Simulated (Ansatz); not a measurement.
TiB$_{2}$, DFT, PBEsol, all-electron PAW with datasets made for the crystal, scalar-relativistic (Ansatz 0.2.0), run on 1 thread of Intel(R) Xeon(R) Platinum 8488C (Sapphire Rapids) on a shared host.

The cell comes from COD entry 2002799, which wasn't checked; take it as a given geometry. The listed cell was then made from it by scaling, straining or moving an atom.

Command: `ansatz run input.yaml --threads 1 --pin off --max-ram 6144MiB --backend cpu --events-out ev --progress --plain --runs-dir out`

```yaml
crystal:
  lattice:
    - [3.0291982016, -0.015145991, -0.015145991]
    - [-1.5277159138, 2.6309355912, -0.0055438175]
    - [-0.016142, -0.016142, 3.2284]
  atoms:
    - { symbol: Ti, position: [0.0, 0.0, 0.0] }
    - { symbol: B, position: [0.3333333333, 0.6666666667, 0.5] }
    - { symbol: B, position: [0.6666666667, 0.3333333333, 0.5] }
kpoints:
  mp_grid: { grid: [15, 15, 13] }
scf:
  occupations: { method: fermi_dirac, width: 0.08 }
hamiltonian:
  xc: pbesol
  pseudopotentials: { kind: all_electron, datasets: crystal }
output:
  forces: true
  stress: true
  eigenvalues: true
  efg: { contact_densities: true }
```

(1) How large is the problem that the program sets up?

(2) About how long does it take, and how much memory does it use?

(3) And the same cell and mesh by frozen-core PAW, asked for forces, stress, eigenvalues, efg, on the same hardware?

Results:

(1) 1463 irreducible k-points, 393 plane waves at Γ, 9 bands.

(2) 97 s of wall time for 10 SCF iterations, with a peak of 1.9 GiB. Times on shared machines scatter by tens of per cent.

(3) 18 s, peak memory 0.8 GiB.
